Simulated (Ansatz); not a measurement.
Predict the output of the script below (Ansatz 0.2.0, Python API).

The script, `fatbands_znf2.py`:
```python
"""Orbital character of the bands of ZnF2."""

from pathlib import Path

import ansatz as az
import pandas as pd

crystal = (
    az.Lattice.of((4.7048, 0.0, 0.0), (0.0, 4.7048, 0.0), (0.0, 0.0, 3.1338))
    .atom("Zn", (0.0, 0.0, 0.0))
    .atom("Zn", (0.5, 0.5, 0.5))
    .atom("F", (0.3024, 0.3024, 0.0))
    .atom("F", (0.1976, 0.8024, 0.5))
    .atom("F", (0.6976, 0.6976, 0.0))
    .atom("F", (0.8024, 0.1976, 0.5))
)

points = {"G": (0.0, 0.0, 0.0), "X": (0.0, 0.5, 0.0), "M": (0.5, 0.5, 0.0), "Z": (0.0, 0.0, 0.5), "R": (0.0, 0.5, 0.5)}
setup = (
    crystal.calculation()
    .functional(az.Functional.PBE)
    .occupations("fermi_dirac", width=0.02)
    .basis(550)
    .kpoints(4, 4, 6)
    .band_structure(list(points.values()), intervals=1)
    .fat_bands()
)
done = setup.run(threads=1)
data = done.report
file = Path(done.write_results("results")) / "fatbands.tsv"
names = file.read_text().splitlines()[0].lstrip("# ").split("\t")
table = pd.read_csv(file, sep="\t", comment="#", names=names)
near = table[table.e_minus_ef.abs() < 2]
for ik, label in enumerate(points):
    print(label)
    for _, row in near[near.ik == ik].iterrows():
        main = row[names[4:]].astype(float).nlargest(2)
        print(f"   band {int(row.band):3d} {row.e_minus_ef:7.3f} eV  " + ", ".join(f"{k} {v:.2f}" for k, v in main.items()))
```

Running `python fatbands_znf2.py` prints:
```text
G
   band  25  -1.780 eV  zn0_l2_3D 0.23, zn1_l2_3D 0.23
   band  26   1.776 eV  zn0_l0_4S 0.39, zn1_l0_4S 0.39
X
M
Z
R
   band  24  -1.848 eV  zn1_l2_3D 0.25, f3_l1_2P 0.20
   band  25  -1.848 eV  zn0_l2_3D 0.25, f2_l1_2P 0.20
```

The structure is a deposited one; some such entries were measured under pressure or heat, so a shift against it needn't be the functional's error alone. Levels are Kohn-Sham eigenvalues on this mesh. Energies are less the Fermi level and bands count from 0. Only the largest channels are printed, equivalent atoms hold more, and in degenerate sets the split between sites is arbitrary; shells that the potentials lack have no channel. The whole script took 6.2 s on 1 thread of Arm Neoverse V1 (shared host), peak memory 0.45 GiB.

(Lines on the test bed's own set-up are left out of the output.)
